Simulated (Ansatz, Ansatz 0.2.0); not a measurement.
# Relaxing the cubic cell of Zr3Au: a first-year notebook

*A first attempt by someone new to these calculations. It holds errors of set-up and of interpretation; a review follows at the end.*

## Experimental context

The quantity is the edge $a$ of the cubic cell of Zr$_3$Au, a compound of zirconium and gold with the A15 structure and eight atoms in the cell. The value I compare with is 5.482 Å, from a printed reference work on A15 superconductors structure and lattice parameters. It is a compiled value, and neither the method nor the temperature is given with it. My starting structure comes from the Crystallography Open Database and is a diffraction structure with $a$ = 5.486 Å. So the two numbers already differ by 0.004 Å before I have calculated anything. I take the one from the reference work as the number to hit, because it is the one in the book.

| compared with | measured | source's wording or label | method |
| --- | --- | --- | --- |
| a (Å) | 5.482 | cubic A15 cell edge | compiled value, method not stated |

Conditions are those given with the value in the passage it was taken from; "not stated" means there, and the paper may say more elsewhere. The values are a selection: others may have been left out beforehand as unlike or outlying.

## Aim and plan

I want to relax the cell and see whether $a$ comes out at the book value. My target is 0.01 Å either way. I picked that because it is a round number and a bit more than the difference between the book and the database. The model is the perfect crystal with its eight atoms, and the program may change both the cell and the positions. I will use PBEsol, which I have read is meant for solids. I start with the settings from a tutorial I have already worked through, and if $a$ is within the target I am done. If not, I will change settings until it gets closer.

System: Zr3Au (zirconium gold), A15; Pm-3n (No. 223), 8 atoms in the primitive cell; the database structure is a diffraction structure: a = 5.486 Å; structure from the Crystallography Open Database.

On the selection of runs and values: Further runs on this system are not shown.

## 1. First relaxation with the tutorial settings

The tutorial was on silicon and used fixed occupations, so I keep those, with a 6x6x6 k mesh and the default cutoff. It worked well there and I see no reason to change it for another crystal. I expect something close to 5.48 Å.

**Run 1.** Ansatz 0.2.0: PBEsol, cell and atoms relaxed from the database structure, PAW set soft_2, cutoff 420 eV (default), 6x6x6 k mesh, fixed occupations.

Key lines of the input:
```
crystal:
  # lattice and atoms
kpoints:
  mp_grid: { grid: [6, 6, 6] }
hamiltonian:
  xc: pbesol
scf:
  occupations: { method: fixed }
  max_iter: 60
output:
  forces: true
  stress: true
relax:
  adjacent_minimum: "off"
  f_tol: 0.005
  max_steps: 30
  cell: { stress_tol: 0.03 }
```

Command:
```
ansatz run input.yaml --threads 4 --pin off --max-ram 16384MiB --backend cpu --events-out ev --progress --plain --runs-dir out
```

Selected lines of the output:
```
Basis set: ecut = 420 eV, 3191 PW (Γ) [...]
k-points: 20 of 216
relax step   1: F+E_penalty+E_count = -50788.87045811 eV  [...]  max|allowed force component| = 3.614e-17 eV/Å  [...]  P = -2.029 GPa  Ω = 165.108 Å³  (7 SCF iters, dr2 threshold 1.00e-7 [...]
relax step   5: F+E_penalty+E_count = -50788.88770512 eV  [...]  max|allowed force component| = 3.462e-17 eV/Å  [...]  P = +0.001 GPa  Ω = 162.451 Å³  [...]
    - [5.456416354695759, 0.0, 0.0]
```

Converged; 17 s on 4 cores of Arm Neoverse V2, shared host. Warnings: band_overlap_at_count; forces_off_the_residual_converged_image; metallic_iterate; unresolved_pair_at_count.

| quantity | run 1 | measured | deviation |
| --- | --- | --- | --- |
| a (Å) | 5.456 | 5.482 | −0.026 (−0.5 %) |
| conventional cell volume (Å³) | 162.45 |  |  |

The cell came out at 5.456 Å, which is 0.026 Å shorter than the book value and outside my 0.01 Å. The pressure at the end is +0.001 GPa and the forces are practically zero, so I take the relaxation itself to be fine. There are four warnings, but the run says it converged, so I leave them. One of them has the word "metallic" in it, which reminds me that Zr$_3$Au is a metal and silicon is not.

## 2. Smearing for a metal

For metals one is supposed to switch on smearing. I will use Fermi-Dirac, because that is the one I know from the lectures, with a width of 1.5 eV. I don't know what width is usual, but a large one should make the calculation run smoothly. The rest stays as it was. I hope the cell gets a little longer, since it has 0.026 Å to make up.

**Run 2.** Ansatz 0.2.0: PBEsol, cell and atoms relaxed from the database structure, PAW set soft_2, cutoff 420 eV (default), 6x6x6 k mesh, Fermi-Dirac smearing 1.5 eV.

Key lines of the input, as changed from run 1:
```diff
  scf:
-   occupations: { method: fixed }
-   max_iter: 60
+   occupations: { method: fermi_dirac, width: 1.5 }
```

Selected lines of the output:
```
relax step   1: F+E_penalty+E_count = -50816.26391839 eV  [...]  max|allowed force component| = 1.302e-17 eV/Å  [...]  P = +17.276 GPa  Ω = 165.108 Å³  (7 SCF iters, dr2 threshold 1.00e-7 [...]
relax step   8: F+E_penalty+E_count = -50818.09538799 eV  [...]  max|allowed force component| = 1.158e-17 eV/Å  [...]  P = +0.003 GPa  Ω = 208.375 Å³  [...]
    - [5.928548799792573, 0.0, 0.0]
```

Converged; took 52 s.

| quantity | run 2 | measured | deviation |
| --- | --- | --- | --- |
| a (Å) | 5.929 | 5.482 | +0.447 (+8.1 %) |
| conventional cell volume (Å³) | 208.37 |  |  |

Now the cell is 5.929 Å, which is 0.447 Å too long. I wanted it longer, but not by that much. The pressure at the end is only +0.003 GPa and the run converged, so the relaxation did its job and the smearing must be to blame. I conclude that Fermi-Dirac is the wrong kind of smearing for this metal.

## 3. Gaussian smearing instead

I change to Gaussian smearing with a width of 0.1 eV, which I have seen in other people's input files. I also go down to a 4x4x4 k mesh, because the last run took longer than the first and I don't want to wait while I am still trying things out. I expect to land somewhere between the two cells I have so far, and with some luck near 5.48 Å.

**Run 3.** Ansatz 0.2.0: PBEsol, cell and atoms relaxed from the database structure, PAW set soft_2, cutoff 420 eV (default), 4x4x4 k mesh, Gaussian smearing 0.1 eV.

Key lines of the input:
```
crystal:
  # lattice and atoms
kpoints:
  mp_grid: { grid: [4, 4, 4] }
hamiltonian:
  xc: pbesol
scf:
  occupations: { method: gaussian, width: 0.1 }
output:
  forces: true
  stress: true
relax:
  adjacent_minimum: "off"
  f_tol: 0.005
  max_steps: 60
  cell: { stress_tol: 0.03 }
```

Selected lines of the output:
```
Basis set: ecut = 420 eV, 3119 PW (Γ) [...]
k-points: 10 of 64
    - [5.447559127275785, 0.0, 0.0]
```

Converged; took 8.7 s.

| quantity | run 3 | measured | deviation |
| --- | --- | --- | --- |
| a (Å) | 5.448 | 5.482 | −0.034 (−0.6 %) |
| conventional cell volume (Å³) | 161.66 |  |  |

This gives 5.448 Å, which is not between the first two cells but a little below the shorter one. It is 0.034 Å under the book value, so it is worse than my first run with the silicon settings. At least the huge cell is gone, which fits my idea that Fermi-Dirac was the wrong kind. The mesh can't matter much, since the run converged just as well with 10 k-points as the first one did with 20. That leaves the functional, and I think PBEsol simply makes this crystal too small.

## 4. A newer functional

I will try r2SCAN, which I have read is newer and more accurate than PBEsol. I keep the Gaussian smearing and the 4x4x4 mesh, because they run quickly. I need about 0.03 Å more, and I hope a better functional will supply it.

**Run 4.** Ansatz 0.2.0: r2SCAN, cell and atoms relaxed from the database structure, PAW set soft_2, cutoff 500 eV (default), 4x4x4 k mesh, Gaussian smearing 0.1 eV.

Key lines of the input, as changed from run 3:
```diff
  hamiltonian:
-   xc: pbesol
+   xc: r2scan
```

Selected lines of the output:
```
relax step   5: F+E_penalty+E_count = -51500.20549434 eV  [...]  max|allowed force component| = 2.185e-17 eV/Å  [...]  P = +0.001 GPa  Ω = 167.269 Å³  [...]
    - [5.509833766768977, 0.0, 0.0]
```

Converged; 18 s on 4 cores of Intel Xeon Platinum 8375C at 2.90GHz (Ice Lake), shared host.

| quantity | run 4 | measured | deviation |
| --- | --- | --- | --- |
| a (Å) | 5.510 | 5.482 | +0.028 (+0.5 %) |
| conventional cell volume (Å³) | 167.27 |  |  |

r2SCAN gives 5.510 Å, so the cell is now 0.028 Å too long. That is closer than the 5.448 Å from PBEsol with the same mesh and smearing, but still outside my 0.01 Å. The change did go in the direction I wanted, only about twice as far as I needed. I take this to mean that r2SCAN is the better functional and that some attraction between the atoms is still missing.

## 5. Adding van der Waals attraction

Van der Waals forces pull atoms together, so adding them should shorten the cell. There is a version of r2SCAN that includes them, called r2SCAN+rVV10. The tutorial where I saw a van der Waals correction was about graphite, but gold and zirconium are heavy atoms and should attract each other too. I go back to the 6x6x6 mesh, since I hope this will be my final number. It has to take off about 0.03 Å.

**Run 5.** Ansatz 0.2.0: r2SCAN+rVV10, cell and atoms relaxed from the database structure, PAW set soft_2, cutoff 500 eV (default), 6x6x6 k mesh, Gaussian smearing 0.1 eV.

Key lines of the input, as changed from run 4:
```diff
  kpoints:
-   mp_grid: { grid: [4, 4, 4] }
+   mp_grid: { grid: [6, 6, 6] }
  hamiltonian:
+   dispersion: rvv10
```

Selected lines of the output:
```
relax step   4: F+E_penalty+E_count = -51485.54581813 eV  [...]  max|allowed force component| = 5.067e-17 eV/Å  [...]  P = -0.000 GPa  Ω = 165.242 Å³  [...]
    - [5.487482501929128, 0.0, 0.0]
```

Converged; took 30 s.

| quantity | run 5 | measured | deviation |
| --- | --- | --- | --- |
| a (Å) | 5.487 | 5.482 | +0.005 (+0.1 %) |
| conventional cell volume (Å³) | 165.24 |  |  |

This is the number I was after. The cell is 5.487 Å, only 0.005 Å longer than the book value and inside my 0.01 Å. It is even closer to the 5.486 Å of the database structure I started from. Compared with the r2SCAN run before, the edge has shrunk by 0.022 Å, and I put that down to the van der Waals attraction. So that was the missing piece, and Zr$_3$Au needs it just as graphite does. The pressure is zero and the run converged, so I stop here and write down 5.487 Å as my result.

## Overview

| run | settings | a (Å) | deviation | cost |
| --- | --- | --- | --- | --- |
| 1 | PBEsol, cutoff 420 eV (default), 6x6x6 k mesh, fixed occupations | 5.456 | −0.026 (−0.5 %) | 68 core-s |
| 2 | PBEsol, cutoff 420 eV (default), 6x6x6 k mesh, Fermi-Dirac smearing 1.5 eV | 5.929 | +0.447 (+8.1 %) | 3.5 core-min |
| 3 | PBEsol, cutoff 420 eV (default), 4x4x4 k mesh, Gaussian smearing 0.1 eV | 5.448 | −0.034 (−0.6 %) | under 1 core-min |
| 4 | r2SCAN, cutoff 500 eV (default), 4x4x4 k mesh, Gaussian smearing 0.1 eV | 5.510 | +0.028 (+0.5 %) | 72 core-s |
| 5 | r2SCAN+rVV10, cutoff 500 eV (default), 6x6x6 k mesh, Gaussian smearing 0.1 eV | 5.487 | +0.005 (+0.1 %) | 2 core-min |
|  | measured | 5.482 |  |  |

## Where I got to

My result for Zr$_3$Au is $a$ = 5.487 Å from r2SCAN+rVV10. The book has 5.482 Å, so I am 0.005 Å off and inside the target I set at the start.

The way there was untidy. PBEsol gave 5.456 Å with the silicon settings and 5.448 Å with Gaussian smearing, so I count it as a functional that makes this metal too small. The 5.929 Å from the Fermi-Dirac run I have crossed out, and I will stay away from that kind of smearing for metals. r2SCAN alone came out too long at 5.510 Å, and the van der Waals part pulled it back.

What I take from this is that a metal with heavy atoms needs a van der Waals correction, and that the k mesh is mostly a question of how long I want to wait. For the next A15 compound I will start directly with r2SCAN+rVV10 and the same input file. The final run took only 2 core-minutes, so there is no reason to begin with anything simpler.

## An expert's review

Further runs made for the review:

| reviewer's run | settings | a (Å) | deviation | cost |
| --- | --- | --- | --- | --- |
| R1 | PBEsol, cutoff 420 eV (default), 6x6x6 k mesh, Gaussian smearing 0.1 eV | 5.447 | −0.035 (−0.6 %) | 66 core-s |
| R2 | r2SCAN, cutoff 500 eV (default), 6x6x6 k mesh, Gaussian smearing 0.1 eV | 5.507 | +0.025 (+0.5 %) | 2 core-min |
| R3 | PBEsol+D3(BJ), cutoff 420 eV (default), 6x6x6 k mesh, Gaussian smearing 0.1 eV | 5.377 | −0.105 (−1.9 %) | 2.3 core-min |
|  | measured | 5.482 |  |  |

The opening rightly notes that the book value comes without method or temperature, but being in the book is no reason to prefer it to the database value. The 0.01 Å target is arbitrary: a gap between two measured values doesn't tell how accurate a functional is. Changing settings until the number fits selects for lucky errors. Nor can the atoms move here, since symmetry fixes every A15 site. The vanishing forces in run 1 therefore prove nothing.

Run 1 used silicon's fixed occupations on a metal, and its four warnings about band filling and the accuracy of the stress were passed over. With Gaussian smearing, my R1 gives 5.447 Å at about the same cost. The harm was small, and run 1's closer 5.456 Å is chance.

Smearing was the right next step, but 1.5 eV heats the electrons to well over ten thousand kelvin and swells the cell. The warning sign was the pressure of +17.276 GPa at the starting cell, where run 1 had −2.029 GPa. The width is to blame, not Fermi-Dirac, which is sound at around 0.1 eV or below. "The rest" did not quite stay as it was either: the `max_iter` line was dropped, harmlessly.

Run 3 changed the kind of smearing, its width and the mesh together, so it can't convict Fermi-Dirac. It also raised `max_steps` without saying so, again harmlessly. Convergence on 10 k-points says nothing about whether the mesh is dense enough; only a denser mesh does. R1 is that test, and it moves the edge by just 0.001 Å. The 4x4x4 mesh was thus adequate, and the beginner is right that PBEsol makes this cell too small.

Switching to r2SCAN also raised the default cutoff from 420 to 500 eV, which the notebook doesn't mention. For r2SCAN, the denser mesh of R2 gives 5.507 Å instead of run 4's 5.510 Å. It stays somewhat closer to the book than PBEsol, but one lattice constant doesn't make it the better functional, and newer doesn't mean more accurate for metals. Nor does too long a cell prove that van der Waals attraction is missing.

Run 5 is soundly set up, but it changed mesh and functional together. Against R2, rVV10 accounts for about 0.02 Å of the 0.022 Å shrinkage, so the beginner named the main cause correctly. The comparison with graphite fails, however: dispersion holds graphite's layers together, whereas this crystal is bound by its metallic electrons. Nor do heavy metals generally need such a correction. With PBEsol, a different one, D3(BJ), shortens the cell from 5.447 Å (R1) to 5.377 Å (R3), much further from the book. Run 5's close match may well be errors cancelling, and is no reason to skip plain functionals and a mesh test for the next compound.

In short, sound simulations come within about half a percent of the measurement, though both miss the 0.01 Å target: PBEsol is 0.6 % short (R1) and r2SCAN 0.5 % long (R2). Their spread of about 0.06 Å shows that the 0.01 Å target was too strict to judge by. The runs leave out thermal expansion, which lengthens the measured cell. It can therefore explain part of PBEsol's shortfall, but not r2SCAN's excess, which it makes slightly larger. It would likewise add to run 5's small excess. With the temperature of the measurement unstated, the size of this correction can't be fixed here. Tests of the cutoff, of a smearing narrower than 0.1 eV and of spin-orbit coupling, which can matter for gold, are not shown in this report.

[Logs are printed without paths, hosts, clocks, repeated set-up lines and the standing remarks that a program may print on its own settings, such as how far it seeks lower states.]

[The runs shown are a pick from a larger set of finished runs; failed, doubtful and other runs were left out of it ahead of writing. So were measured values far from every level or from commonly accepted values, and agreement can look better than it is. Lines of input and output are excerpts and may be shortened.]
